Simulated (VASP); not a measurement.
Set up this calculation in VASP 6.6.1, as the native input.

| Item | Value |
| --- | --- |
| Task | single point |
| Functional | PBE |
| Potentials or basis | VASP PAW PBE potentials, release 64 (O) |
| Cutoff | 520 eV |
| k mesh | 12 × 12 × 12 |
| Occupations | fermi-dirac, width 0.05 eV |
| Spin | no spin polarisation |
| Further INCAR settings | ALGO = Normal; EDIFF = 1e-07; NBANDS = 13 |

The structure of O lies in POSCAR:

```
O
1.0
    0.0000000000      1.8898850000      3.8988370000
    1.5017730000      0.0000000000      3.8988370000
    1.5017730000      1.8898850000      0.0000000000
O
2
Direct
    0.5789020000      0.5789020000      0.4210980000
    0.4210980000      0.4210980000      0.5789020000
```

These files were run (other wordings do the same):

INCAR

```
SYSTEM = O
  PREC = Accurate
  ENCUT = 520
  EDIFF = 1E-7
  ISMEAR = -1
  SIGMA = 0.05
  LREAL = .FALSE.
  LASPH = .TRUE.
  NELM = 60
  ALGO = Normal
  ISIF = 2
  LWAVE = .FALSE.
  LCHARG = .FALSE.
  GGA = PE
  NBANDS = 13
```

KPOINTS

```
regular mesh
0
G
  12 12 12
  0 0 0
```

Potentials or basis: VASP PAW PBE potentials, release 64 (O).

Launch:

```bash
$ cat potpaw_PBE.64/O/POTCAR > POTCAR
$ mpirun -np 1 vasp_std > vasp.out
```

Results of the run:

| Item | Value |
| --- | --- |
| Pressure | 0.8 GPa |
| Largest force | 0.121 eV/Å |
| Band gap on the k mesh | none (metal or under the smearing width) |

Caveat: the standard files for N, O and F lose accuracy on very short bonds; spin is off for a triplet molecule.

Wall time 93 s on 1 thread of AMD EPYC 7R13 Processor (Zen 3), on a shared host, peak memory 0.15 GiB.
